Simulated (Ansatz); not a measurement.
# CuCl: energy less free atoms and pressure against volume scale

All results are calculated (Ansatz 0.2.0). Periodic Kohn-Sham DFT of a crystal at fixed atoms, scaled to volume_scale times the given cell; pressure positive in compression, energy less spherical unpolarised free atoms, largest_vzz the field gradient of largest size among the nuclei.

The cell before it is scaled or strained (space group F-43m, No. 216):
```
cell vectors (Å)
   0.0000     2.7101     2.7101
   2.7101     0.0000     2.7101
   2.7101     2.7101     0.0000
atoms (fractions of the cell vectors)
Cu  0.00000  0.00000  0.00000
Cl  0.75000  0.75000  0.75000
```

Settings of every row: method all-electron LAPW; functional LDA; relativity scalar; k mesh 11x11x11; filling fermi-dirac; smearing width 0.03 eV; basis error target 0.25 meV/atom; nucleus gaussian.

Atom start moment: 0 on all atoms.

Limits: small gap, it may come from the mesh.

| row | volume scale | V (Å³/atom) | energy less free atoms (eV/atom) | pressure (GPa) |
| --- | --- | --- | --- | --- |
| 1 | 0.94 | 18.71 | -3.8946 | -3.706 |
| 2 | 0.9405 | 18.72 | -3.8944 | -3.735 |
| 3 | 0.96 | 19.109 | -3.884 | -4.797 |
| 4 | 0.97 | 19.308 | -3.8778 | -5.289 |
| 5 | 0.98 | 19.507 | -3.8709 | -5.747 |
| 6 | 1 | 19.905 | -3.8556 | -6.571 |
| 7 | 1.01 | 20.104 | -3.8472 | -6.941 |
| 8 | 1.02 | 20.303 | -3.8383 | -7.285 |
| 9 | 1.03 | 20.502 | ? | ? |
| 10 | 1.04 | 20.701 | -3.8194 | -7.902 |
| 11 | 1.06 | 21.099 | -3.7991 | -8.433 |

Question: what energy less free atoms and pressure should row 9 give?

Worked fit of energy less free atoms. Take u = (V_r/V)^(2/3) − 1 with V_r = 19.706 Å³ an atom, which is twice the finite (Eulerian) strain; such expansions in the strain, on which the Birch-Murnaghan equation of state is built, carry the rest volume and the bulk modulus. The shown rows have u = 0.03518, 0.03481, 0.02072, 0.0137, 0.00679, -0.00668, -0.01324, -0.0197, -0.03231, -0.04451. Least squares give energy less free atoms = −3.86351 − 1.1399 × u + 7.108 × u² + 4.6 × u³ eV/atom; a parabola predicts inner rows, each left out in turn, worse (root mean square 7.5e-05 against 3.4e-05 eV/atom). All shown rows lie on it to the printed digit. The withheld row has u = -0.02605, so the fit gives −3.86351 − 1.1399 × (-0.02605) + 7.108 × (-0.02605)² + 4.6 × (-0.02605)³ = -3.8291 eV/atom.

The calculation gave -3.8291 eV/atom. The fit meets it to the printed digit.

Worked fit of pressure. Take u = (V_r/V)^(2/3) − 1 with V_r = 19.706 Å³ an atom, which is twice the finite (Eulerian) strain; such expansions in the strain, on which the Birch-Murnaghan equation of state is built, carry the rest volume and the bulk modulus. The shown rows have u = 0.03518, 0.03481, 0.02072, 0.0137, 0.00679, -0.00668, -0.01324, -0.0197, -0.03231, -0.04451. Least squares give pressure = −6.1733 + 61.171 × u + 245.68 × u² + 266 × u³ GPa; a parabola predicts inner rows, each left out in turn, worse (root mean square 0.0044 against 0.00067 GPa). The rows lie off it by 0.000, 0.000, 0.001, -0.001, 0.000, 0.000, 0.000, 0.000, 0.000, 0.000. The withheld row has u = -0.02605, so the fit gives −6.1733 + 61.171 × (-0.02605) + 245.68 × (-0.02605)² + 266 × (-0.02605)³ = -7.605 GPa.

The calculation gave -7.605 GPa. The fit meets it to the printed digit.
